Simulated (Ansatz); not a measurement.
**CuCl: deformation potentials from a series**

```
CELL_PARAMETERS angstrom
0.00000 2.71010 2.71010
2.71010 0.00000 2.71010
2.71010 2.71010 0.00000
ATOMIC_POSITIONS crystal
Cu 0.00000 0.00000 0.00000
Cl 0.75000 0.75000 0.75000
```

Atoms are numbered in the order listed.

The cell is COD entry 9013925, as deposited and not checked against the literature; nothing was relaxed.

The calculation used DFT, PBE, all-electron LAPW, scalar-relativistic in Ansatz 0.2.0.

The runs use a Γ-centred 11×11×11 k mesh, Fermi–Dirac smearing of 0.03 eV, basis error target 0.25 meV/atom, no spin polarisation.

The cell is scaled evenly. Fractional coordinates are held (clamped ions).

Only quantities that a quadratic follows smoothly over the whole series are listed; rougher ones are left out.

| ln(V/Vcell) | direct gap at Γ (eV) | smallest gap on mesh and path (eV) |
| --- | --- | --- |
| -0.0619 | 0.650 | 0.650 |
| -0.0202 | 0.568 | 0.568 |
| -0.0101 | 0.549 | 0.549 |
| 0.0000 | 0.531 | 0.531 |
| 0.0100 | 0.513 | 0.513 |
| 0.0198 | 0.496 | 0.496 |
| 0.0392 | 0.464 | 0.464 |
| 0.0583 | 0.434 | 0.434 |

Fit the series and give the slopes at zero strain.

Least-squares fits y = p0 + p1 x + p2 x² to the rows give direct gap at Γ (eV): p1 = -1.79, p2 = 2.2; smallest gap on mesh and path (eV): p1 = -1.79, p2 = 2.2. So dEg/dln V = -1.8 eV for the direct gap at Γ, the fundamental gap of this crystal. Semilocal gaps are too small, but their slopes carry over better.

One run, at ln(V/Vcell) = -0.0408, is withheld. Predict its row.

The fits give 0.607, 0.607; the run gave 0.608, 0.608.
